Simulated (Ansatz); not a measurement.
# Pt (Im-3m) in Ansatz: notebook

Runs on Pt. Level: HSE06. Tasks: single point, equation of state.

All numbers are computed with Ansatz 0.2.0; they aren't measurements. Logs are shortened: lines on timing, memory, paths and dates and some standing lists are left out, and cuts for length are marked.

### 1 The structure

Symmetry: Im-3m, No. 229, cubic system. Conventional cell: a = 3.168 Å, b = 3.168 Å, c = 3.168 Å, α = 90.00°, β = 90.00°, γ = 90.00°. Pt (site symmetry m-3m) has 8 Pt at 2.74 Å as nearest neighbours.

This isn't the form of Pt at room conditions, which is fcc.

### 2 Single point, HSE06, 14.95 Å³/atom (volume scaled by 0.94)

Input file input:

```
crystal:
  lattice:
    - [-1.5518799051, 1.5518799051, 1.5518799051]
    - [1.5518799051, -1.5518799051, 1.5518799051]
    - [1.5518799051, 1.5518799051, -1.5518799051]
  atoms:
    - { symbol: Pt, position: [0.0, 0.0, 0.0] }
hamiltonian:
  xc: hse06
  pseudopotentials: { kind: paw }
kpoints:
  mp_grid: { grid: [8, 8, 8] }
scf:
  occupations: { method: fermi_dirac, width: 0.05 }
output:
  forces: true
  stress: true
  eigenvalues: true
  write_density: true
  write_potential: true
  elf: true
  volumetric_format: npy
```

Potentials or basis: Ansatz PAW.

Log:

```text
Warning: output.stress: scf.convergence.dr2_threshold = 1e-7 eV (the SCF's general default) is looser than the 1e-10 eV advised for a printed stress (1e-10 eV for each atom of the cell: 1). What an SCF threshold leaves in a stress goes as its square root, and in the free energy as the threshold itself, and one threshold admits the most on a small cell: of the crystals measured, under no hybrid functional and no lock of the moments, on runs that ended without the residual-converged pass, on stresses that held no estimate of that error, the worst erred by over 100 MPa in a component at 1e-7 eV an atom and by under 5 at 1e-10. Set scf.convergence.dr2_threshold to 1e-10 eV or tighter. The threshold is an SCF's pass mark: one that does not reach it within its budget of iterations ends unconverged, or closes short of it on a stop that the run arms, and scf.convergence.dr2_threshold's page says what that costs each kind of run
Warning: output.stress: scf.exx.energy_threshold = 1e-6 eV is looser than the 1e-8 eV advised for a stress under a hybrid functional (1e-8 eV for each atom of the cell: 1). Every SCF of the exchange loop can meet its threshold on dr2 while the loop round them stops early: no threshold on dr2 bounds what that leaves in the stress. Set scf.exx.energy_threshold to 1e-8 eV or tighter. The threshold is the loop's pass mark: a loop that does not reach it within its budget of cycles ends unconverged, and scf.exx.energy_threshold's page has the law
GPUs: using 1 of 1 available (devices: 1).
Engine: ansatz 0.2.0, x86_64-unknown-linux-gnu
Pseudopotentials: kind: paw
Pseudopotential: Pt, paw, valence charge 18, recommended cutoff 420 eV (normal), Pt.paw.azcp
Functional definition: HSE06
  parameter a = 0.25
  parameter omega = 0.11/bohr
  exchange = pbe_x - a*pbe_x_sr(omega) + a*exact_x_sr(omega)
  correlation = pbe_c
device memory: the entry about to start is reckoned to put 0.4 GiB on a device that reports 64.1 GiB free (of which the cap on the GPU budget leaves the run 18.0 GiB)
GPU FFT provider: cuFFT
GPU libraries: cuBLAS 13.8.2, cuFFT 12.4.0, cuSOLVER 12.3.4
Crystal: 1 atoms, lattice volume = 14.950 Å³
Basis set: ecut = 420 eV, 321 PW (Γ), exchange–correlation on 36×36×36 points (8 copies of the dense FFT grid, shifted against one another)
Bands: 13, of which v1, the nominal top of the filled ones, is band 9 counted from 1 (8 counted from 0)
Symmetry: 48 space group operations
Space group: Im-3m (ITA 229), of the structure as read, at distance tolerance 2.5e-5 Å
k-points: 29 of 512
Non-local potential: Pt, projectors of the file, l = 0: 3, l = 1: 2, l = 2: 2, l = 3: 1
PAW form: soft (Blöchl's): semilocal exchange-correlation on the pseudo side does not see the compensation charge
PAW frozen core: Pt, regenerated for the run's functional, and the local potential with it (the file was generated under x = pbe(κ = 0.804, μ = 0.2195149727645171), c = pbe(β = 0.06672455060314922))
PAW one-centre angular grid: Pt, 590 points (default); XC on 64 Gauss nodes
Initial density: superposition of atomic densities (neutral atoms: chi_scale 0, normalization atom), corrected by the library's trained network
Initial wavefunctions: pseudopotential atomic-orbital guess
GPU buffer pool allocated for 5832 grid points (all kernels)
GPU transforms: local potential and band sums: pruned to the plane-wave sphere, on 18×18×18
Functional: x = pbe(κ = 0.804, μ = 0.2195149727645171), c = pbe(β = 0.06672455060314922), warm-up for x = pbe(κ = 0.804, μ = 0.2195149727645171) + 0.25 (exact − pbe) at short range (hse, ω = 0.20786987370883472 Å⁻¹), c = pbe(β = 0.06672455060314922); HSE06 as pw.x's `hse` composes it (authors' and Libxc's form: `xc: wpbeh`)
SCF iter   1: F=—  HF=-12522.812436 eV  |F-HF|=—  |Δ(HF+E_count)|=         —  Δρ=4.98e-3  dr2=1.36e-3  ethr=1.77e-3  ⟨swp⟩=7.0  Hψ=1582  notcnv=0
preconditioner: auto → none  [metal: Δε(μ)=0.006 eV  Ē_g=14.032 eV  σ=0.050 eV  W_gap=0.03  n_scr=0 (ndim 8)  ℏωp=30.4 eV  f_vac=0.000  D(μ)=2.83/eV (n_scr^D=54)]
SCF iter   2: F=—  HF=-12522.812803 eV  |F-HF|=—  |Δ(HF+E_count)|=   3.67e-4  Δρ=2.25e-3  dr2=2.23e-4  ethr=7.56e-6  ⟨swp⟩=3.5  Hψ=1012  notcnv=0  defer=1
SCF iter   3: F=—  HF=-12522.812907 eV  |F-HF|=—  |Δ(HF+E_count)|=   1.05e-4  Δρ=1.08e-3  dr2=3.90e-5  ethr=1.24e-6  ⟨swp⟩=2.6  Hψ=671  notcnv=0
iter 4 solved again at ethr=1.40e-9 eV; its pass at ethr=2.17e-7 eV (dr2=2.51e-7 eV) is discarded
SCF iter   4: F=—  HF=-12522.812956 eV  |F-HF|=—  |Δ(HF+E_count)|=   4.88e-5  Δρ=8.18e-5  dr2=2.56e-7  ethr=1.40e-9  ⟨swp⟩=3.0  Hψ=1500  notcnv=0
SCF iter   5: F=—  HF=-12522.812957 eV  |F-HF|=—  |Δ(HF+E_count)|=   3.33e-7  Δρ=8.03e-6  dr2=5.88e-9  ethr=1.40e-9  ⟨swp⟩=3.0  Hψ=764  notcnv=0
SCF iter   6: F=-12522.812957 eV  HF=-12522.812957 eV  |F-HF|=8.55e-11  |Δ(HF+E_count)|=  1.60e-10  Δρ=1.27e-6  dr2=3.34e-11  ethr=3.27e-11  ⟨swp⟩=3.0  Hψ=741  notcnv=0
SCF 1 converged in 6 iterations: F = -12522.812957 eV  dr2 = 3.34e-11
device memory: the entry about to start is reckoned to put 1.0 GiB on a device that reports 64.0 GiB free (of which the cap on the GPU budget leaves the run 18.0 GiB)
GPU FFT provider: cuFFT
GPU libraries: cuBLAS 13.8.2, cuFFT 12.4.0, cuSOLVER 12.3.4
Initial density: handed on by an earlier stage of this run
Initial wavefunctions: those handed on with the density
GPU buffer pool allocated for 5832 grid points (all kernels)
GPU transforms: local potential and band sums: pruned to the plane-wave sphere, on 18×18×18
Functional: x = pbe(κ = 0.804, μ = 0.2195149727645171) + 0.25 (exact − pbe) at short range (hse, ω = 0.20786987370883472 Å⁻¹), c = pbe(β = 0.06672455060314922); HSE06 as pw.x's `hse` composes it (authors' and Libxc's form: `xc: wpbeh`)
Exchange kernel: α = 0.2500, screened, ω = 0.2079 Å⁻¹, Wigner–Seitz truncation, v(0) = 1045.9727 eV·Å³, q-mesh 8×8×8, nearest image of the exchange supercell L = 21.50 Å, pair-density grid 12×12×12, without the augmentation charges, whose exchange is taken in its separable form by FFT convolution over the k-point mesh (sized by the pseudopotential files, 15×15×15 at the most), smooth part of the exact exchange by density-matrix convolution in up to 1.87 GiB of GPU memory as planned if the GPU has room (build and FFT work areas not counted)
Frozen-core exchange: fock
iter 1 solved again at ethr=6.19e-5 eV; its pass at ethr=1.00e-1 eV (dr2=1.11e-2 eV) is discarded
SCF iter   1: F=—  HF=-12524.994404 eV  |F-HF|=—  |Δ(HF+E_count)|=         —  Δρ=1.13e-2  dr2=1.25e-2  ethr=6.19e-5  ⟨swp⟩=3.2  Hψ=1577  notcnv=0
preconditioner: auto → none  [metal: Δε(μ)=0.035 eV  Ē_g=15.890 eV  σ=0.050 eV  W_gap=0.17  n_scr=0 (ndim 8)  ℏωp=30.4 eV  f_vac=0.000  D(μ)=2.18/eV (n_scr^D=42)]
SCF iter   2: F=—  HF=-12524.990141 eV  |F-HF|=—  |Δ(HF+E_count)|=   4.26e-3  Δρ=4.67e-3  dr2=1.97e-3  ethr=6.19e-5  ⟨swp⟩=3.0  Hψ=939  notcnv=0
SCF iter   3: F=—  HF=-12524.995506 eV  |F-HF|=—  |Δ(HF+E_count)|=   5.36e-3  Δρ=3.35e-3  dr2=7.39e-4  ethr=4.90e-6  ⟨swp⟩=3.3  Hψ=751  notcnv=0
SCF iter   4: F=—  HF=-12524.995269 eV  |F-HF|=—  |Δ(HF+E_count)|=   2.38e-4  Δρ=9.98e-4  dr2=8.06e-5  ethr=3.41e-6  ⟨swp⟩=2.4  Hψ=658  notcnv=0
SCF iter   5: F=—  HF=-12524.995477 eV  |F-HF|=—  |Δ(HF+E_count)|=   2.09e-4  Δρ=3.70e-4  dr2=1.90e-5  ethr=1.84e-7  ⟨swp⟩=3.0  Hψ=735  notcnv=0
SCF iter   6: F=-12524.995473 eV  HF=-12524.995473 eV  |F-HF|=3.45e-8  |Δ(HF+E_count)|=   4.81e-6  Δρ=6.85e-5  dr2=1.98e-6  ethr=7.34e-8  ⟨swp⟩=3.1  Hψ=812  notcnv=0
SCF 2 stopped early in 6 iterations: F = -12524.995473 eV  dr2 = 1.98e-6
hybrid outer 1: dexx = +6.783e-3 eV, tail = 2.04e-5 eV
GPU FFT provider: cuFFT
GPU libraries: cuBLAS 13.8.2, cuFFT 12.4.0, cuSOLVER 12.3.4
GPU buffer pool allocated for 5832 grid points (all kernels)
GPU transforms: local potential and band sums: pruned to the plane-wave sphere, on 18×18×18
Exchange kernel: α = 0.2500, screened, ω = 0.2079 Å⁻¹, Wigner–Seitz truncation, v(0) = 1045.9727 eV·Å³, q-mesh 8×8×8, nearest image of the exchange supercell L = 21.50 Å, pair-density grid 12×12×12, without the augmentation charges, whose exchange is taken in its separable form by FFT convolution over the k-point mesh (sized by the pseudopotential files, 15×15×15 at the most), smooth part of the exact exchange by density-matrix convolution in up to 1.87 GiB of GPU memory as planned if the GPU has room (build and FFT work areas not counted)
Frozen-core exchange: fock
SCF iter   1: F=—  HF=-12524.995511 eV  |F-HF|=—  |Δ(HF+E_count)|=         —  Δρ=1.49e-4  dr2=1.16e-6  ethr=5.65e-7  ⟨swp⟩=3.4  Hψ=984  notcnv=0
preconditioner: auto → none  [metal: Δε(μ)=0.070 eV  Ē_g=15.869 eV  σ=0.050 eV  W_gap=0.32  n_scr=0 (ndim 8)  ℏωp=30.4 eV  f_vac=0.000  D(μ)=1.85/eV (n_scr^D=18)]
SCF iter   2: F=—  HF=-12524.995511 eV  |F-HF|=—  |Δ(HF+E_count)|=   3.49e-7  Δρ=3.91e-5  dr2=1.66e-7  ethr=5.60e-9  ⟨swp⟩=3.0  Hψ=778  notcnv=0
SCF iter   3: F=—  HF=-12524.995512 eV  |F-HF|=—  |Δ(HF+E_count)|=   6.35e-7  Δρ=1.72e-5  dr2=2.99e-8  ethr=2.04e-10  ⟨swp⟩=3.3  Hψ=970  notcnv=0  defer=1
SCF iter   4: F=-12524.995512 eV  HF=-12524.995512 eV  |F-HF|=8.79e-10  |Δ(HF+E_count)|=   2.36e-8  Δρ=4.10e-6  dr2=1.58e-9  ethr=1.28e-10  ⟨swp⟩=2.9  Hψ=710  notcnv=0  defer=1
SCF 3 converged in 4 iterations: F = -12524.995512 eV  dr2 = 1.58e-9
  Residual-converged pass: ⟨swp⟩=3.0  Hψ=792  notcnv=0  max |occ|·‖R‖ = 2.4e-6 eV (tolerance 2.4e-6 eV)  dr2=1.57e-9  dr2_onsite=8.82e-11  max |Δocc| = 6.7e-12
hybrid outer 2: dexx = +1.048e-6 eV, tail = 1.98e-8 eV, Δε = 4.69e-3 eV (about 1.40e-4 eV left of the loop's levels)
hybrid SCF converged: 2 outer / 10 inner (+6 warm-up), last move |dexx| = 1.05e-6 eV, tail = 1.98e-8 eV
Stability not checked: this state was not tested for a lower state beside it, because the functional holds exact exchange (a hybrid, or Hartree-Fock), whose exchange loop this test does not read (fock_operator; see scf.lower_state_search)
Free energy (F): -12524.995512 eV
Frozen-core exchange: fock
Harris-Foulkes:  -12524.995512 eV  (|F-HF|=8.79e-10)
Internal energy: -12524.980880 eV  (E = F + TS)
E sigma→0 (E₀):  -12524.988196 eV
Entropy (-TS):   -0.014632 eV (-14.632 meV/atom)
Fermi energy:    23.044801 eV
--- Per-component energies (eV) ---
  E_band       = -164.266339
  E_kinetic    = 639.892566
  E_local      = -1452.554891  (includes V_loc(G=0)·N_el)
  E_nonlocal   = 201.966362
  E_hartree    = 541.356819
  E_xc         = -208.703180
  E_vxc        = -239.837360  (∫ρ·V_xc dr)
  E_exx        = -63.849589  (= α·E_x^exact, valence–valence)
  E_paw        = -9445.864276  (= ΣΔE_a)
  E_vpaw       = -268.746170  (= ΣTr[D̂ρ^β])
  E_aug_tail   = 0.000187  (compensation charges beyond the density's cutoff)
  E_ewald      = -2735.197084
  E_core_change = -2.027793  (= ΣΔE_core)
  E_smearing   = -0.014632  (= −TS)
  E_closure    = -0.000000  (closes the sum)
  Σ components = -12524.995512   (vs F -12524.995512, Δ=0.00e0)
--- Forces (eV/Å), atoms counted from 1 ---
  atom   1  Pt     0.00000000     0.00000000     0.00000000
  max |Σ_I F_I| component: 4.86e-30 eV/Å
--- Stress (GPa, compression-positive) ---
        8.491639       0.000000      -0.000000
        0.000000       8.491639       0.000000
       -0.000000       0.000000       8.491639
  P = ⅓ Tr σ = 8.4916 GPa (84.916 kbar)
--- Band table (eV; the first three rows and the last of 29) ---
  k-point 0: bands = ["-79.5309", "-32.1660", "-32.1660", "-32.1660", "12.0561", "18.5466", "18.5466", "18.5466", "21.1374", "21.1374", "41.1843", "41.1843", "41.1843"]
  k-point 1: bands = ["-79.5242", "-32.2574", "-32.1990", "-32.1680", "12.7902", "18.2569", "18.5435", "19.1923", "20.8387", "21.1747", "41.4100", "41.6579", "42.2147"]
  k-point 2: bands = ["-79.5078", "-32.4768", "-32.2785", "-32.1731", "14.4295", "17.6136", "18.6871", "20.7283", "20.9695", "21.3135", "39.3478", "40.3050", "44.9642"]
  k-point 28: bands = ["-79.4473", "-32.6353", "-32.6353", "-32.6353", "15.2148", "15.2148", "23.6377", "23.6377", "23.6377", "31.7060", "31.7060", "31.7060", "38.3419"]
```

Run time: 14 s. Hardware: 1 × NVIDIA H100 80GB HBM3 with 2 threads of AMD EPYC 7R13 (Zen 3), shared host; peak memory 1.7 GiB.

What came out:

```
Free energy            : -12524.9955 eV
Pressure               : 8.5 GPa
Band gap on the k mesh : none (metal or under the smearing width)
```

Caveat: the PAW data sets come from PBE, with cores solved anew for the run's functional, which leaves a small shift of forces and pressure; the thresholds are loose for stress.

### 3 Single point, HSE06, 15.27 Å³/atom (volume scaled by 0.96)

Input file input:

```
crystal:
  lattice:
    - [-1.562808997, 1.562808997, 1.562808997]
    - [1.562808997, -1.562808997, 1.562808997]
    - [1.562808997, 1.562808997, -1.562808997]
  atoms:
    - { symbol: Pt, position: [0.0, 0.0, 0.0] }
hamiltonian:
  xc: hse06
  pseudopotentials: { kind: paw }
kpoints:
  mp_grid: { grid: [8, 8, 8] }
scf:
  occupations: { method: fermi_dirac, width: 0.05 }
output:
  forces: true
  stress: true
  eigenvalues: true
```

Potentials or basis: Ansatz PAW.

Wall time 13 s (1 × NVIDIA H100 80GB HBM3 with 2 threads of AMD EPYC 7R13 (Zen 3), shared host); peak memory 1.7 GiB.

It converged, with:

* Free energy: -12525.0061 eV
* Pressure: 2.4 GPa
* Band gap on the k mesh: none (metal or under the smearing width)

Caveat: the PAW data sets come from PBE, with cores solved anew for the run's functional, which leaves a small shift of forces and pressure; the thresholds are loose for stress.

### 4 Single point, HSE06, 15.59 Å³/atom (volume scaled by 0.98)

input: that of step 3 with these lines changed.

```diff
@@ -2,5 +2,5 @@
   lattice:
-    - [-1.562808997, 1.562808997, 1.562808997]
-    - [1.562808997, -1.562808997, 1.562808997]
-    - [1.562808997, 1.562808997, -1.562808997]
+    - [-1.5735873306, 1.5735873306, 1.5735873306]
+    - [1.5735873306, -1.5735873306, 1.5735873306]
+    - [1.5735873306, 1.5735873306, -1.5735873306]
   atoms:
```

Wall time 12 s (1 × NVIDIA H100 80GB HBM3 with 2 threads of AMD EPYC 7R13 (Zen 3), shared host); peak memory 1.8 GiB.

Results (log left out):

```
Free energy            : -12525.0054 eV
Pressure               : -3.0 GPa
Band gap on the k mesh : none (metal or under the smearing width)
```

Caveat: the PAW data sets come from PBE, with cores solved anew for the run's functional, which leaves a small shift of forces and pressure; the thresholds are loose for stress.

### 5 Single point, HSE06, 15.90 Å³/atom

Input file input:

```
crystal:
  lattice:
    - [-1.58422, 1.58422, 1.58422]
    - [1.58422, -1.58422, 1.58422]
    - [1.58422, 1.58422, -1.58422]
  atoms:
    - { symbol: Pt, position: [0.0, 0.0, 0.0] }
hamiltonian:
  xc: hse06
  pseudopotentials: { kind: paw }
kpoints:
  mp_grid: { grid: [8, 8, 8] }
scf:
  occupations: { method: fermi_dirac, width: 0.05 }
output:
  forces: true
  stress: true
  eigenvalues: true
  write_density: true
  write_potential: true
  elf: true
  volumetric_format: npy
```

Run time: 14 s. Hardware: 1 × NVIDIA H100 80GB HBM3 with 2 threads of AMD EPYC 7R13 (Zen 3), shared host; peak memory 1.8 GiB.

It converged, with:

- Free energy: -12524.9947 eV
- Pressure: -7.7 GPa
- Band gap on the k mesh: none (metal or under the smearing width)

Caveat: the PAW data sets come from PBE, with cores solved anew for the run's functional, which leaves a small shift of forces and pressure; the thresholds are loose for stress.

### 6 Single point, HSE06, 16.22 Å³/atom (volume scaled by 1.02)

Input file input:

```
crystal:
  lattice:
    - [-1.5947118289, 1.5947118289, 1.5947118289]
    - [1.5947118289, -1.5947118289, 1.5947118289]
    - [1.5947118289, 1.5947118289, -1.5947118289]
  atoms:
    - { symbol: Pt, position: [0.0, 0.0, 0.0] }
hamiltonian:
  xc: hse06
  pseudopotentials: { kind: paw }
kpoints:
  mp_grid: { grid: [8, 8, 8] }
scf:
  occupations: { method: fermi_dirac, width: 0.05 }
output:
  forces: true
  stress: true
  eigenvalues: true
```

Potentials or basis: Ansatz PAW.

Wall time 14 s (1 × NVIDIA H100 80GB HBM3 with 2 threads of AMD EPYC 7R13 (Zen 3), shared host); peak memory 1.8 GiB.

The run converged. Its results:

| Quantity | Value |
| --- | --- |
| Free energy | -12524.9753 eV |
| Pressure | -11.8 GPa |
| Band gap on the k mesh | none (metal or under the smearing width) |

Caveat: the PAW data sets come from PBE, with cores solved anew for the run's functional, which leaves a small shift of forces and pressure; the thresholds are loose for stress.

### 7 Single point, HSE06, 16.54 Å³/atom (volume scaled by 1.04)

input: that of step 6 with these lines changed.

```diff
@@ -2,5 +2,5 @@
   lattice:
-    - [-1.5947118289, 1.5947118289, 1.5947118289]
-    - [1.5947118289, -1.5947118289, 1.5947118289]
-    - [1.5947118289, 1.5947118289, -1.5947118289]
+    - [-1.6050673907, 1.6050673907, 1.6050673907]
+    - [1.6050673907, -1.6050673907, 1.6050673907]
+    - [1.6050673907, 1.6050673907, -1.6050673907]
   atoms:
```

It took 14 s on 1 × NVIDIA H100 80GB HBM3 with 2 threads of AMD EPYC 7R13 (Zen 3), shared host; peak memory 1.8 GiB.

The run converged. Its results:

```
Free energy            : -12524.9483 eV
Pressure               : -15.4 GPa
Band gap on the k mesh : none (metal or under the smearing width)
```

Caveat: the PAW data sets come from PBE, with cores solved anew for the run's functional, which leaves a small shift of forces and pressure; the thresholds are loose for stress.

### 8 Single point, HSE06, 16.86 Å³/atom (volume scaled by 1.06)

input: that of step 7 with these lines changed.

```diff
@@ -2,5 +2,5 @@
   lattice:
-    - [-1.6050673907, 1.6050673907, 1.6050673907]
-    - [1.6050673907, -1.6050673907, 1.6050673907]
-    - [1.6050673907, 1.6050673907, -1.6050673907]
+    - [-1.6152910255, 1.6152910255, 1.6152910255]
+    - [1.6152910255, -1.6152910255, 1.6152910255]
+    - [1.6152910255, 1.6152910255, -1.6152910255]
   atoms:
```

It took 13 s on 1 × NVIDIA H100 80GB HBM3 with 2 threads of AMD EPYC 7R13 (Zen 3), shared host; peak memory 1.8 GiB.

It converged, with:

```yaml
Free_energy: -12524.9146 eV
Pressure: -18.5 GPa
Band_gap_on_the_k_mesh: none (metal or under the smearing width)
```

Caveat: the PAW data sets come from PBE, with cores solved anew for the run's functional, which leaves a small shift of forces and pressure; the thresholds are loose for stress.

### 9 Equation of state, HSE06

Potentials or basis: Ansatz PAW.

No new run: the results of the series are fitted here.

What came out:

* Equilibrium volume: 15.40 Å³/atom
* Bulk modulus: 262 GPa
* Pressure derivative of the bulk modulus: 5.5

Energy against volume, from the lowest point:
| volume (Å³/atom) | energy (meV/atom) |
| --- | --- |
| 14.950 | 10.63 |
| 15.268 | 0.00 |
| 15.586 | 0.70 |
| 15.904 | 11.41 |
| 16.222 | 30.83 |
| 16.540 | 57.88 |
| 16.858 | 91.53 |

Caveat: the PAW data sets were made with another functional, which shifts forces and pressure a little. The run has no spin-orbit coupling, so splittings on Pt are missing.
